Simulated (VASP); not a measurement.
Wanted: the native input for a VASP 6.6.1 run.

```
Task                   : single point
Functional             : PBE
Potentials or basis    : VASP PAW PBE potentials, release 64 (Mg, H)
Cutoff                 : 520 eV
k mesh                 : 8 × 8 × 8
Occupations            : gaussian, width 0.1 eV
Spin                   : no spin polarisation
Dipole correction      : no
Further INCAR settings : ALGO = Fast; EDIFF = 1e-06; NBANDS = 12
```

The structure of Mg4H lies in POSCAR:

```
Mg4H
1.0
    5.4861727059      0.0000000000      0.0000000000
    0.0000000000      5.4861727059      0.0000000000
    0.0000000000      0.0000000000      5.4861727059
Mg H
4 1
Direct
    0.5000000000      0.5000000000      0.5000000000
    0.0000000000      0.5000000000      0.5000000000
    0.5000000000      0.0000000000      0.5000000000
    0.5000000000      0.5000000000      0.0000000000
    0.0000000000      0.0000000000      0.0000000000
```

The cell was built by a generator and needn't be a form met in nature.

The cell isn't the ideal one: species swapped into the Mn4N type (Pm-3m, No. 221).

The input as run:

INCAR

```
SYSTEM = Mg4H
ALGO     = Fast           ! electronic algorithm
EDIFF    = 1E-6           ! SCF threshold, eV
ENCUT    = 520            ! plane-wave cutoff, eV
GGA      = PE             ! functional
ISIF     = 2              ! what is computed and relaxed
ISMEAR   = 0              ! smearing method
LASPH    = .TRUE.         ! aspherical terms in the spheres
LCHARG   = .FALSE.        ! write CHGCAR
LREAL    = .FALSE.        ! projectors in reciprocal space
LWAVE    = .FALSE.        ! write WAVECAR
NBANDS   = 12             ! bands
NELM     = 60             ! most SCF steps
PREC     = Accurate       ! precision mode
SIGMA    = 0.1            ! smearing width, eV
```

KPOINTS

```
k-points
0
G
  8 8 8
  0 0 0
```

Potentials or basis: VASP PAW PBE potentials, release 64 (Mg, H).

Run with:

```bash
$ cat potpaw_PBE.64/Mg/POTCAR potpaw_PBE.64/H/POTCAR > POTCAR
$ mpirun -np 1 vasp_std > vasp.out
```

It gave:

```yaml
Pressure: 0.0 GPa
Band_gap_on_the_k_mesh: none (metal or under the smearing width)
```

Run time: 82 s on 1 thread of Intel(R) Xeon(R) Platinum 8375C CPU @ 2.90GHz (Ice Lake) (shared host), peak memory 0.27 GiB.
